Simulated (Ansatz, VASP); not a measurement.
RbBr in VASP and in Ansatz

The input INCAR:

```
SYSTEM = RbBr
PREC = Accurate
ENCUT = 520
EDIFF = 1E-7
ISMEAR = -1
SIGMA = 0.05
LREAL = .FALSE.
LASPH = .TRUE.
NELM = 100
ALGO = Normal
ISIF = 2
LWAVE = .FALSE.
LCHARG = .FALSE.
GGA = PE
NBANDS = 15
```

Contents of KPOINTS:

```
Automatic mesh
0
G
  7 7 7
  0 0 0
```

File POSCAR:

```
RbBr
1.0
    0.0000000000      3.4270000000      3.4270000000
    3.4270000000      0.0000000000      3.4270000000
    3.4270000000      3.4270000000      0.0000000000
Rb Br
1 1
Direct
    0.0000000000      0.0000000000      0.0000000000
    0.5000000000      0.5000000000      0.5000000000
```

The input input.yaml:

```yaml
crystal:
  lattice:
    - [0.0, 3.427, 3.427]
    - [3.427, 0.0, 3.427]
    - [3.427, 3.427, 0.0]
  atoms:
    - { symbol: Rb, position: [0.0, 0.0, 0.0] }
    - { symbol: Br, position: [0.5, 0.5, 0.5] }
hamiltonian:
  xc: pbe
  pseudopotentials: { kind: paw }
kpoints:
  mp_grid: { grid: [7, 7, 7] }
scf:
  occupations: { method: fermi_dirac, width: 0.05 }
output:
  forces: true
  stress: true
  eigenvalues: true
```

Alike in both runs: task single point; functional PBE; k mesh 7 × 7 × 7; occupations fermi-dirac, width 0.05 eV; no spin polarisation.

|  | VASP | Ansatz |
| --- | --- | --- |
| version | VASP 6.6.1 | Ansatz 0.2.0 |
| potentials or method | VASP PAW PBE potentials, release 64 (Rb_sv, Br) | Ansatz PAW |
| plane-wave cutoff (eV) | 520 | 420 |
| valence electrons in the cell | 16 | 16 |

```csv
,VASP,Ansatz,Ansatz less VASP
gap on the k mesh at the Fermi level (eV),4.36,4.36,+0.002
least direct gap on the mesh (eV),4.36,4.36,+0.002
pressure (GPa),1.0,1.0,-0.03
```

The functional is the same, so the differences come from potentials, cutoffs and numerics.

Caveats: an odd mesh through Γ misses points on the zone boundary, where band edges often lie (VASP); odd divisions of the mesh miss points on the zone boundary, where band edges often lie, so the gap on the mesh can be too wide (Ansatz). As with any semilocal functional, this PBE gap is likely too small.
